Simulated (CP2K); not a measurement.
The system is MgO.

```
CELL_PARAMETERS angstrom
2.96561 0.00000 0.00000
1.48280 2.56829 0.00000
1.48280 0.85610 2.42141
ATOMIC_POSITIONS crystal
Mg 0.00000 0.00000 0.00000
O 0.50000 0.50000 0.50000
```

The cell is a database's computed one.

Program: CP2K 2026.2. Alike in all runs: task band structure; no spin polarisation; cell as given; k mesh 11 × 11 × 11.

Q: Order these runs on this cell by their band gap on the k mesh, lowest first.
A. level LDA; potentials or basis GTH_POTENTIALS Mg GTH-PADE-q10, O GTH-PADE-q6; TZVP-MOLOPT-PBE-GTH basis; smearing fermi-dirac 0.1 eV; EPS_DEFAULT 1.0E-9; NGRIDS 5; points a segment of the path (NPOINTS) 6; bands added on the path 2
B. level TB-mBJ; potentials or basis POTENTIAL_UZH Mg GTH-PBE-q10, O GTH-PBE-q6; TZVP-MOLOPT-PBE-GTH basis; smearing fermi-dirac 0.05 eV; EPS_DEFAULT 1.0E-10; NGRIDS 5; points a segment of the path (NPOINTS) 8; bands added on the path 6
C. level r2SCAN; potentials or basis POTENTIAL_UZH Mg GTH-SCAN-q10, O GTH-SCAN-q6; TZVP-MOLOPT-SCAN-GTH basis; smearing fermi-dirac 0.1 eV; EPS_DEFAULT 1.0E-9; NGRIDS 4; points a segment of the path (NPOINTS) 6; bands added on the path 4

A: A (4.73 eV), B (5.42 eV), C (5.75 eV).

Caveats: the basis of atomic orbitals isn't converged, which shifts pressures, moduli and gaps; this is a model potential without an energy functional, so only levels have meaning (some runs).

A k mesh can miss the band edges.

Not every run made on this cell is shown here.
